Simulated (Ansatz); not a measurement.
Here is an Ansatz 0.2.0 calculation.

Contents of input.yaml:

```yaml
crystal:
  lattice:
    - [2.0, 1.1547005384, 8.44]
    - [-2.0, 1.1547005384, 8.44]
    - [0.0, -2.3094010768, 8.44]
  atoms:
    - { symbol: In, position: [0.8886, 0.8886, 0.8886] }
    - { symbol: In, position: [0.0, 0.0, 0.0] }
    - { symbol: Se, position: [0.1719, 0.1719, 0.1719] }
    - { symbol: Se, position: [0.3835, 0.3835, 0.3835] }
hamiltonian:
  xc: pbesol
  pseudopotentials: { kind: paw }
kpoints:
  mp_grid: { grid: [8, 8, 8] }
scf:
  occupations: { method: fermi_dirac, width: 0.05 }
output:
  forces: true
  stress: true
  eigenvalues: true
relax:
  f_tol: 0.01
  max_steps: 40
  cell: { stress_tol: 0.05, p_target: 5.0 }
```

Potentials or basis: Ansatz PAW.

Command:

```console
$ ansatz run input.yaml --threads 2 --pin off --max-ram 5632MiB --backend cpu --events-out ev --progress --plain --runs-dir out
```

**Question.** Predict the relaxed volume.

**Answer.** 25.62 Å³/atom.

**Question.** Predict the relaxed cell.

**Answer.** a = 8.167 Å, b = 8.167 Å, c = 8.167 Å, α = 27.49°, β = 27.49°, γ = 27.49°.

**Question.** Predict the space group after relaxing (to 0.05 Å).

**Answer.** R3m (No. 160).

Step by step:
| step | energy change (eV) | largest force (eV/Å) | volume (Å³) |
| --- | --- | --- | --- |
| 1 | 0.0000 | 0.3001 | 116.95 |
| 2 | 0.2573 | 1.1117 | 102.66 |
| 3 | 0.3132 | 0.4438 | 99.61 |
| 4 | 0.1338 | 0.1519 | 104.00 |
| 5 | 0.1765 | 0.1238 | 102.53 |
| 6 | 0.1735 | 0.0045 | 102.52 |
| 7 | 0.1747 | 0.0015 | 102.48 |
| 8 | 0.1772 | 0.0015 | 102.48 |

Caveat: the plane-wave basis is chosen anew once the cell has moved, so the energies of steps on either side of that aren't comparable; spin-orbit coupling is left out, which moves the levels of the heavy elements; the PAW data sets come from PBE, with cores solved anew for the run's functional, which leaves a small shift of forces and pressure.
